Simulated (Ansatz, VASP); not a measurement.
## Si in VASP and in Ansatz

INCAR

```
SYSTEM = Si
ALGO     = Fast           ! electronic algorithm
EDIFF    = 1E-6           ! SCF threshold, eV
ENCUT    = 520            ! plane-wave cutoff, eV
GGA      = PE             ! functional
ISIF     = 2              ! what is computed and relaxed
ISMEAR   = -1             ! smearing method
LASPH    = .TRUE.         ! aspherical terms in the spheres
LCHARG   = .FALSE.        ! write CHGCAR
LREAL    = .FALSE.        ! projectors in reciprocal space
LWAVE    = .FALSE.        ! write WAVECAR
NBANDS   = 11             ! bands
NELM     = 100            ! most SCF steps
PREC     = Accurate       ! precision mode
SIGMA    = 0.03           ! smearing width, eV
```

KPOINTS

```
k-points
0
G
  5 5 5
  0 0 0
```

File POSCAR:

```
Si
1.0
    0.0000000000      2.7218511865      2.7218511865
    2.7218511865      0.0000000000      2.7218511865
    2.7218511865      2.7218511865      0.0000000000
Si
2
Direct
    0.5000000000      0.5000000000      0.5000000000
    0.7500000000      0.7500000000      0.7500000000
```

The input input.yaml:

```yaml
crystal:
  lattice:
    - [0.0, 2.7218511865, 2.7218511865]
    - [2.7218511865, 0.0, 2.7218511865]
    - [2.7218511865, 2.7218511865, 0.0]
  atoms:
    - { symbol: Si, position: [0.5, 0.5, 0.5] }
    - { symbol: Si, position: [0.75, 0.75, 0.75] }
kpoints:
  mp_grid: { grid: [5, 5, 5] }
scf:
  occupations: { method: fermi_dirac, width: 0.03 }
hamiltonian:
  xc: pbe
  pseudopotentials: { kind: all_electron, lapw: { basis_error: 0.002 } }
output:
  forces: true
  stress: true
  eigenvalues: true
```

Alike in both runs: task single point; functional PBE; k mesh 5 × 5 × 5; occupations fermi-dirac, width 0.03 eV; no spin polarisation.

```csv
,VASP,Ansatz
version,VASP 6.6.1,Ansatz 0.2.0
potentials or method,"VASP PAW PBE potentials, release 64 (Si)","all-electron LAPW, scalar-relativistic"
plane-wave cutoff (eV),520,see its input
```

Ansatz gave:

* gap on the k mesh at the Fermi level (eV): 0.59
* least direct gap on the mesh (eV): 2.55
* pressure (GPa): 1.5

Problem. Estimate VASP's values.

Solution. gap on the k mesh at the Fermi level (eV): 0.59; least direct gap on the mesh (eV): 2.56; pressure (GPa): 1.5.

Ansatz ran all-electron here, so the differences hold the error of VASP's frozen core and of both bases.

Caveats: an odd mesh through Γ misses points on the zone boundary, where band edges often lie.
